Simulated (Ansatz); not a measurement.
Geometry optimisation, DFT PBE-D3(BJ), scalar-relativistic, plane waves, PAW in Ansatz.

The input (input.yaml):

```yaml
crystal:
  lattice:
    - [6.5592, 0.0, 0.0]
    - [0.0, 6.5592, 0.0]
    - [0.0, 0.0, 5.9553]
  atoms:
    - { symbol: Zr, position: [0.0, 0.5, 0.25] }
    - { symbol: Zr, position: [0.0, 0.0, 0.0] }
    - { symbol: Si, position: [0.0, 0.0, 0.5] }
    - { symbol: Si, position: [0.5, 0.0, 0.25] }
    - { symbol: O, position: [0.5, 0.3156, 0.821] }
    - { symbol: O, position: [0.6844, 0.0, 0.071] }
    - { symbol: O, position: [0.0, 0.1844, 0.321] }
    - { symbol: O, position: [0.3156, 0.0, 0.071] }
    - { symbol: O, position: [0.5, 0.1844, 0.429] }
    - { symbol: O, position: [0.1844, 0.0, 0.679] }
    - { symbol: O, position: [0.5, 0.8156, 0.429] }
    - { symbol: O, position: [0.3156, 0.5, 0.179] }
    - { symbol: Zr, position: [0.5, 0.0, 0.75] }
    - { symbol: Zr, position: [0.5, 0.5, 0.5] }
    - { symbol: Si, position: [0.5, 0.5, 0.0] }
    - { symbol: Si, position: [0.0, 0.5, 0.75] }
    - { symbol: O, position: [0.0, 0.8156, 0.321] }
    - { symbol: O, position: [0.1844, 0.5, 0.571] }
    - { symbol: O, position: [0.5, 0.6844, 0.821] }
    - { symbol: O, position: [0.8156, 0.5, 0.571] }
    - { symbol: O, position: [0.0, 0.6844, 0.929] }
    - { symbol: O, position: [0.6844, 0.5, 0.179] }
    - { symbol: O, position: [0.0, 0.3156, 0.929] }
    - { symbol: O, position: [0.8156, 0.0, 0.679] }
    - { symbol: H, position: [0.22744856, 0.22585079, 0.5019585], spin: 1.0 }
magnetization:
  spin_polarized: true
basis:
  ecutwfc: 420.0
kpoints:
  mp_grid: { grid: [2, 2, 2] }
hamiltonian:
  xc: pbe
  dispersion: d3bj
  pseudopotentials: { kind: paw, azcp: { folder: soft_1 } }
scf:
  occupations: { method: gaussian, width: 0.02 }
  lower_state_search: "off"
relax:
  f_tol: 0.03
  max_steps: 60
  adjacent_minimum: "off"
output:
  write_density: true
  write_potential: true
  elf: true
  volumetric_format: npy
```

Launched with:

```bash
$ ansatz run input.yaml --threads 4 --pin off --max-ram 10240MiB --backend cpu --events-out ev --progress --plain --runs-dir out
```

Q: Where does it end, and by what steps?

A: The forces met the threshold. The force dipped under the threshold on the way, but the program's further checks kept it going. Limits of this set-up: coarse k mesh, a small cell, in which the defect meets its images, a typed lattice constant that wasn't relaxed here. After 7 steps the energy has fallen by 0.556 eV; H25 moved furthest, 0.39 Å.

```
step  energy less start (eV)  largest force component (eV/Å)  accepted
   0                  0.0000                           1.053       yes
   1                 -0.3532                           0.517       yes
   2                 -0.4816                           0.277       yes
   3                 -0.5192                           0.308       yes
   4                 -0.5446                           0.148       yes
   5                 -0.5505                           0.090       yes
   6                 -0.5558                           0.022       yes
   7                 -0.5558                           0.022       yes
```

```xyz
25
Lattice="6.5592 0.0000 0.0000 0.0000 6.5592 0.0000 0.0000 0.0000 5.9553" Properties=species:S:1:pos:R:3
Zr -0.069 3.321 1.494
Zr 0.030 0.029 0.002
Si 0.012 0.011 2.980
Si 3.336 -0.079 1.483
O 3.220 2.008 4.881
O 4.518 -0.076 0.379
O -0.009 1.247 1.922
O 2.082 -0.013 0.454
O 3.527 1.128 2.547
O 1.248 -0.006 4.037
O 3.282 5.276 2.560
O 2.007 3.223 1.075
Zr 3.322 -0.068 4.464
Zr 3.202 3.203 2.979
Si 3.222 3.224 0.001
Si -0.079 3.334 4.476
O -0.026 5.379 1.890
O 1.129 3.519 3.412
O 3.231 4.451 4.901
O 5.276 3.283 3.399
O -0.074 4.518 5.579
O 4.449 3.231 1.056
O -0.016 2.082 5.506
O 5.380 -0.028 4.069
H 1.767 1.759 2.955
```

Whether the end is a true minimum wasn't checked by a vibrational analysis.

Time of the run: 30 s on 4 threads of Intel(R) Xeon(R) Platinum 8488C (Sapphire Rapids) (shared host), peak memory 1.1 GiB.
